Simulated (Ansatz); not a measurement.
Crystal: Pd.

```
Pd
1.0
     0.00000    1.94650    1.94650
     1.94650    0.00000    1.94650
     1.94650    1.94650    0.00000
Pd
1
Direct
  0.00000 0.00000 0.00000
```

Base run:

```yaml
Program: Ansatz 0.2.0
Functional: PBE
Potentials_or_basis: all-electron LAPW, scalar-relativistic
Cutoff: 247 eV (chosen from the basis error)
Basis_error_allowed: 0.002 eV/atom
k_mesh: 8 × 8 × 8
Occupations: fermi-dirac, width 0.03 eV
Spin: no spin polarisation
```

Its results: band gap on the k mesh none (metal or under the smearing width); pressure 7.9 GPa.

Question: The run is repeated on the same cell with these changes: k mesh from 8 × 8 × 8 to 6 × 6 × 6. What comes out?

Answer: Band gap on the k mesh none (metal or under the smearing width); pressure 5.6 GPa.

Caveats: some runs use coarse meshes; the k mesh is thin for a metal, which can move the energy by tens of meV per atom (some runs).
